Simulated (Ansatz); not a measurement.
Crystal: I.

```xyz
1
Lattice="0.0000 2.3656 3.9098 2.1922 0.0000 3.9098 2.1922 2.3656 0.0000" Properties=species:S:1:pos:R:3 pbc="T T T"
I     0.0000    0.0000    0.0000
```

Base run:

- Program: Ansatz 0.2.0
- Functional: PBE
- Potentials or basis: PseudoDojo standard (PBE files)
- Cutoff: 952 eV
- Density cutoff: 3810 eV
- k mesh: 9 × 9 × 9
- Occupations: fermi-dirac, width 0.05 eV
- Spin: no spin polarisation

Its results: band gap on the k mesh none (metal or under the smearing width); pressure 0.4 GPa.

The run is repeated on the same cell with these changes: functional from PBE to BLYP; potentials or basis from PseudoDojo standard (PBE files) to Ansatz PAW; cutoff from 952 eV to 420 eV (not typed: the program's choice for these potentials); valence electrons from 7 to 17. What comes out?

Band gap on the k mesh none (metal or under the smearing width); pressure 3.0 GPa.

Caveats: spin-orbit coupling is left out, which moves the levels of the heavy elements; an odd number of electrons without spin polarisation forces a metal; a magnetic or distorted state may lie lower; the PAW data sets come from PBE, with cores solved anew for the run's functional, which leaves a small shift of forces and pressure (some runs).
